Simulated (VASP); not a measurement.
# InP (F-43m) in VASP: further runs

Runs on InP. Level: LDA. Tasks: phonons, elastic constants, Born charges and dielectric tensor.

All numbers are computed with VASP 6.6.1; they aren't measurements. Logs are shortened: lines on timing, memory, paths and dates and some standing lists are left out, and cuts for length are marked.

**Measured values to compare with.**

A printed reference work, data compilation reports, for a bulk crystal of InP at 1.6 K: band gap 1.4236 eV (direct).

From a printed reference work, textbook, for a bulk crystal of InP at 300 K: high-frequency dielectric constant 9.61.

The results are compared with them further down.

### 1 Starting point

Symmetry: F-43m, No. 216, cubic system. The conventional cell has a = 5.861 Å, b = 5.861 Å, c = 5.861 Å, α = 90.00°, β = 90.00°, γ = 90.00°. In (site symmetry -43m) has 4 P at 2.54 Å as nearest neighbours. P (site symmetry -43m) has 4 In at 2.54 Å as nearest neighbours.

### 2 Phonons, LDA

The input, POSCAR:

```
InP
1.0
    0.0000000000      2.9305000000      2.9305000000
    2.9305000000      0.0000000000      2.9305000000
    2.9305000000      2.9305000000      0.0000000000
In P
1 1
Direct
    0.0000000000      0.0000000000      0.0000000000
    0.7500000000      0.7500000000      0.7500000000
```

The input, INCAR.step1:

```
SYSTEM = InP
ALGO = Normal ; EDIFF = 1E-8
EDIFFG = -0.002 ; ENCUT = 600
GGA = CA ; IBRION = 2
ISIF = 3 ; ISMEAR = -1
LASPH = .True. ; LCHARG = .False.
LREAL = .False. ; LWAVE = .False.
NELM = 80 ; NSW = 40
PREC = Accurate ; SIGMA = 0.05
```

The input, INCAR.step2:

```
SYSTEM = InP
ALGO = Normal ; EDIFF = 1E-8
ENCUT = 600 ; GGA = CA
IBRION = 8 ; ISIF = 2
ISMEAR = -1 ; LASPH = .True.
LCHARG = .False. ; LREAL = .False.
LWAVE = .False. ; NELM = 80
NSW = 1 ; PREC = Accurate
SIGMA = 0.05
```

The input, KPOINTS:

```
k-points
0
Gamma
  6 6 6
  0 0 0
```

Potentials or basis: VASP PAW LDA potentials, release 64 (In_d, P).

Started as:

```bash
cat potpaw_LDA.64/In_d/POTCAR potpaw_LDA.64/P/POTCAR > POTCAR
cp INCAR.step1 INCAR
mpirun -np 1 vasp_std > vasp.out
cp CONTCAR POSCAR
cp INCAR.step2 INCAR
mpirun -np 1 vasp_std > vasp.out
```

OUTCAR:

```text
SYSTEM = InP
   EDIFF = 1E-8
   ENCUT = 600
   GGA = CA
   IBRION = 8
   ISIF = 2
   ISMEAR = -1
   LASPH = .True.
   LREAL = .False.
   NELM = 80
   NSW = 1
   PREC = Accurate

 ion  position               nearest neighbor table
   1  0.000  0.000  0.000-   2 2.52   2 2.52   2 2.52   2 2.52
   2  0.750  0.750  0.750-   1 2.52   1 2.52   1 2.52   1 2.52

  LATTYP: Found a face centered cubic cell.
 ALAT       =     5.8283828902

  Lattice vectors:

 A1 = (   0.0000000000,   2.9141914451,   2.9141914451)
 A2 = (   2.9141914451,   0.0000000000,   2.9141914451)
 A3 = (   2.9141914451,   2.9141914451,   0.0000000000)

Analysis of symmetry for initial positions (statically):
=====================================================================
 Subroutine PRICEL returns:
 Original cell was already a primitive cell.

 Routine SETGRP: Setting up the symmetry group for a
 face centered cubic supercell.

 Subroutine GETGRP returns: Found 24 space group operations
 (whereof 24 operations were pure point group operations)
 out of a pool of 48 trial point group operations.

The static configuration has the point symmetry T_d .

Analysis of symmetry for dynamics (positions and initial velocities):
=====================================================================
 Subroutine PRICEL returns:
 Original cell was already a primitive cell.

 Routine SETGRP: Setting up the symmetry group for a
 face centered cubic supercell.

 Subroutine GETGRP returns: Found 24 space group operations
 (whereof 24 operations were pure point group operations)
 out of a pool of 48 trial point group operations.

The dynamic configuration has the point symmetry T_d .

 Subroutine INISYM returns: Found 24 space group operations
 (whereof 24 operations are pure point group operations),
 and found     1 'primitive' translations

----------------------------------------------------------------------------------------

                                     Primitive cell

  volume of cell :      49.4976

  direct lattice vectors                    reciprocal lattice vectors
     0.000000000  2.914191445  2.914191445    -0.171574177  0.171574177  0.171574177
     2.914191445  0.000000000  2.914191445     0.171574177 -0.171574177  0.171574177
     2.914191445  2.914191445  0.000000000     0.171574177  0.171574177 -0.171574177

  length of vectors
     4.121289065  4.121289065  4.121289065     0.297175193  0.297175193  0.297175193

  position of ions in fractional coordinates (direct lattice)
     0.000000000  0.000000000  0.000000000
     0.750000000  0.750000000  0.750000000

  ion indices of the primitive-cell ions
   primitive index   ion index
                 1           1
                 2           2

----------------------------------------------------------------------------------------

 KPOINTS: k-points

Automatic generation of k-mesh.
 Grid dimensions read from file:
 generate k-points for:    6    6    6

 Generating k-lattice:

  Cartesian coordinates                     Fractional coordinates (reciprocal lattice)
    -0.028595696  0.028595696  0.028595696     0.166666667  0.000000000  0.000000000
     0.028595696 -0.028595696  0.028595696     0.000000000  0.166666667  0.000000000
     0.028595696  0.028595696 -0.028595696     0.000000000  0.000000000  0.166666667

  Length of vectors
     0.049529199  0.049529199  0.049529199

  Shift w.r.t. Gamma in fractional coordinates (k-lattice)
     0.000000000  0.000000000  0.000000000

 Subroutine IBZKPT returns following result:
 ===========================================

 Found     16 irreducible k-points:

 Following reciprocal coordinates:
            Coordinates               Weight
  0.000000  0.000000  0.000000      1.000000
  0.166667  0.000000  0.000000      8.000000
  0.333333  0.000000  0.000000      8.000000
  0.500000  0.000000  0.000000      4.000000
  0.166667  0.166667  0.000000      6.000000
  0.333333  0.166667  0.000000     24.000000
[... 8 lines left out ...]
 -0.333333  0.333333  0.166667     24.000000
 -0.333333  0.500000  0.166667     12.000000
   k-points           NKPTS =     16   k-points in BZ     NKDIM =     16   number of bands    NBANDS=     13
   number of dos      NEDOS =    301   number of ions     NIONS =      2
   total plane-waves  NPLWV =  46656
   dimension x,y,z NGX =    36 NGY =   36 NGZ =   36
[... 20 lines left out ...]
   ISIF   =      2    stress and relaxation
   ISYM   =      2    0-nonsym 1-usesym 2-fastsym
   POTIM  = 0.5000    time-step for ionic-motion
   TEBEG  =    0.0;   TEEND  =   0.0 temperature during run
   PSTRESS=    0.0 pullay stress
   NELECT =      18.0000    total number of electrons
   NUPDOWN=      -1.0000    fix difference up-down
   EMIN   =  10.00;   EMAX   =-10.00  energy-range for DOS
   EFERMI =   0.00;   METHOD = LEGACY
   ISMEAR =    -1;   SIGMA  =   0.05  broadening in eV -4-tet -1-fermi 0-gaus
   EFERMI_NEDOS =   21; number of points for ismear=-14 and -15
   IALGO  =     38    algorithm
   IMIX   =      4    mixing-type and parameters
     AMIX     =   0.40;   BMIX     =  1.00
     AMIX_MAG =   1.60;   BMIX_MAG =  1.00
  volume/ion in A,a.u.               =      24.75       167.01
  Fermi-wavevector in a.u.,A,eV,Ry     =   1.168524  2.208190 18.578048  1.365448
  Thomas-Fermi vector in A             =   2.305009
   LORBIT       =      0    0 simple, 1 ext, 2 COOP (PROOUT), +10 PAW based schemes
   GGA     = CA    functional components
   LHFCALC =     F    Hartree Fock is set to
   AEXX    =    0.0000 exact exchange contribution
   IVDW    =     0    specifies the selected vdW correction
   LEPSILON=     F    determine dielectric tensor
   LRPA    =     F    only Hartree local field effects (RPA)
 non-spin polarized calculation
  energy-cutoff  :      600.00
  volume of cell :       49.50
 maximum number of plane-waves:      1676
 NGX is ok and might be reduce to    36
   NGX = 17   NGY = 17   NGZ = 17

--------------------------------------- Ionic step        1  -------------------------------------------

 number of electron      18.0000001 magnetization

 Free energy of the ion-electron system (eV)
  ---------------------------------------------------
  ext. energy  EPLUGINS =         0.00000000
  ---------------------------------------------------
  free energy    TOTEN  =        -9.65991858 eV

  energy without entropy =       -9.65989011  energy(sigma->0) =       -9.65990435

 E-fermi :   5.5295     XC(G=0):  -9.6814

 val. band max:        5.2027340888   @ k =   0.0000   0.0000   0.0000
 cond. band min:       5.8007472429   @ k =   0.0000   0.0000   0.0000
 fundamental gap:      0.5980131541
 Fermi energy:         5.5295015528

 k-point     1 :       0.0000    0.0000    0.0000
  band No.  band energies     occupation
      1      -9.0290      2.00000
      2      -9.0290      2.00000
      3      -9.0290      2.00000
      4      -8.8658      2.00000
      5      -8.8658      2.00000
      6      -6.4604      2.00000
      7       5.2027      1.99710
      8       5.2027      1.99710
      9       5.2027      1.99710
     10       5.8007      0.00877
     11       9.1596      0.00000
     12       9.1596      0.00000
     13       9.1596      0.00000
[... 228 lines left out ...]
      2      -8.9520      2.00000
      3      -8.9258      2.00000
      4      -8.8973      2.00000
      5      -8.8424      2.00000
      6      -3.8930      2.00000
      7      -0.6241      2.00000
      8       2.2749      2.00000
      9       2.2842      2.00000
     10       8.3365      0.00000
     11       8.7379      0.00000
     12      11.9021      0.00000
     13      12.1712      0.00000

------------------------ aborting loop because EDIFF is reached ----------------------------------------

  FORCE on cell =-STRESS in cart. coord.  units (eV):
  Direction    XX          YY          ZZ          XY          YZ          ZX
  --------------------------------------------------------------------------------------
  -------------------------------------------------------------------------------------
  Total       -0.0016286     -0.0016286     -0.0016286      0.0000000      0.0000000     -0.0000000
  in kB       -0.0527158     -0.0527158     -0.0527158      0.0000000      0.0000000     -0.0000000
  external PRESSURE =      -0.0527158 kB  Pullay stress =       0.0000000 kB

 VOLUME and BASIS-vectors are now :
 -----------------------------------------------------------------------------
  energy-cutoff  :      600.00
  volume of cell :       49.50
      direct lattice vectors                 reciprocal lattice vectors
     0.000000000  2.914191445  2.914191445    -0.171574177  0.171574177  0.171574177
     2.914191445  0.000000000  2.914191445     0.171574177 -0.171574177  0.171574177
     2.914191445  2.914191445  0.000000000     0.171574177  0.171574177 -0.171574177

 POSITION                                       TOTAL-FORCE (eV/Angst)
 -----------------------------------------------------------------------------------
      0.00000      0.00000      0.00000        -0.000000     -0.000000     -0.000000
      4.37129      4.37129      4.37129         0.000000      0.000000      0.000000
 -----------------------------------------------------------------------------------
    total drift:                                0.000000      0.000000      0.000000

  FREE ENERGIE OF THE ION-ELECTRON SYSTEM (eV)
  ---------------------------------------------------
  free  energy   TOTEN  =        -9.6599185836 eV

  energy  without entropy=       -9.6598901120  energy(sigma->0) =       -9.65990435

[... ionic steps 2 to 3 ...]

--------------------------------------- Ionic step        4  -------------------------------------------

------------------------ aborting loop because EDIFF is reached ----------------------------------------

[... ionic steps 5 to 6 ...]

--------------------------------------- Ionic step        7  -------------------------------------------

 Free energy of the ion-electron system (eV)
  ---------------------------------------------------
  ---------------------------------------------------
  free energy    TOTEN  =        -0.04922921 eV

  energy without entropy =       -0.04922921

------------------------ aborting loop because EDIFF is reached ----------------------------------------

 INTERNAL STRAIN TENSOR  FOR ION    2  DIRECTION 1   (eV/Angst):
 -----------------------------------------------------------------------------
    -0.02127  0.00000  0.00000
     0.00000  0.01226  7.98061
     0.00000  7.98061  0.01226

 INTERNAL STRAIN TENSOR FOR ION    2 for displacements in x,y,z  (eV/Angst):
          X           Y           Z          XY          YZ          ZX
  --------------------------------------------------------------------------------
  x     0.00000    -0.00000    -0.00000     0.00000     7.98061     0.00000
  y    -0.00000    -0.00000    -0.00000     0.00000     0.00000     7.98061
  z    -0.00000    -0.00000     0.00000     7.98061     0.00000     0.00000

 SECOND DERIVATIVES (NOT SYMMETRIZED)
 ------------------------------------
               1X          1Y          1Z          2X          2Y          2Z
  1X    -8.231036    0.000000    0.000000    8.231036    0.000000    0.000000
  1Y     0.000000   -8.231036    0.000000    0.000000    8.231036    0.000000
  1Z     0.000000    0.000000   -8.231036    0.000000    0.000000    8.231036
  2X     8.231809    0.000000    0.000000   -8.231809    0.000000    0.000000
  2Y     0.000000    8.231809    0.000000    0.000000   -8.231809    0.000000
  2Z     0.000000    0.000000    8.231809    0.000000    0.000000   -8.231809

 Eigenvectors and eigenvalues of the dynamical matrix
 ----------------------------------------------------

   1 f  =    9.081476 THz    57.060597 2PiTHz  302.925436 cm-1    37.557950 meV
             X         Y         Z           dx          dy          dz
      0.000000  0.000000  0.000000     0.000000    0.460906    0.000000
      4.371287  4.371287  4.371287     0.000000   -0.887449    0.000000
[... 21 lines left out ...]
   6 f/i=    0.000174 THz     0.001096 2PiTHz    0.005819 cm-1     0.000721 meV
             X         Y         Z           dx          dy          dz
      0.000000  0.000000  0.000000     0.000000    0.000000    0.887449
      4.371287  4.371287  4.371287     0.000000    0.000000    0.460906

--------------------------------------------------------------------------------------------------------

 ELASTIC MODULI CONTR FROM IONIC RELAXATION (kBar)
 Direction    XX          YY          ZZ          XY          YZ          ZX
 --------------------------------------------------------------------------------
 XX          -0.0000     -0.0000     -0.0000      0.0000      0.0000      0.0000
 YY          -0.0000     -0.0000     -0.0000      0.0000      0.0000      0.0000
 ZZ          -0.0000     -0.0000     -0.0000     -0.0000      0.0000      0.0000
 XY           0.0000      0.0000     -0.0000   -246.5529      0.0000      0.0000
 YZ           0.0000      0.0000      0.0000      0.0000   -246.5529      0.0000
 ZX           0.0000      0.0000      0.0000      0.0000      0.0000   -246.5529
 --------------------------------------------------------------------------------
```

Run time: 7.3 min. Hardware: 1 thread of AMD EPYC, shared host; peak memory 0.23 GiB.

Results:

| Item | Value |
| --- | --- |
| Relaxed volume | 24.75 Å³/atom |
| Relaxed cell | a = 4.121 Å, b = 4.121 Å, c = 4.121 Å, α = 60.00°, β = 60.00°, γ = 60.00° |
| Space group after relaxing (to 0.05 Å) | F-43m (No. 216) |
| Highest phonon frequency at Γ, LO-TO splitting left out | 303 cm⁻¹ |

The path:
| step | energy change (eV) | largest force (eV/Å) | pressure (GPa) | volume (Å³) |
| --- | --- | --- | --- | --- |
| 1 | 0.0000 | 0.0000 | -1.15 | 50.33 |
| 2 | -0.0020 | 0.0000 | 0.70 | 49.03 |
| 3 | -0.0031 | 0.0000 | 0.00 | 49.50 |

Final structure:
```
CELL_PARAMETERS angstrom
0.00000 2.91419 2.91419
2.91419 0.00000 2.91419
2.91419 2.91419 0.00000
ATOMIC_POSITIONS crystal
In 0.00000 0.00000 0.00000
P 0.75000 0.75000 0.75000
```

Phonon frequencies in cm⁻¹ (negative: imaginary):
```csv
q point,frequencies
"(0.000, 0.000, 0.000)",0 0 0 303 303 303
```

[end of part 1 of 2]
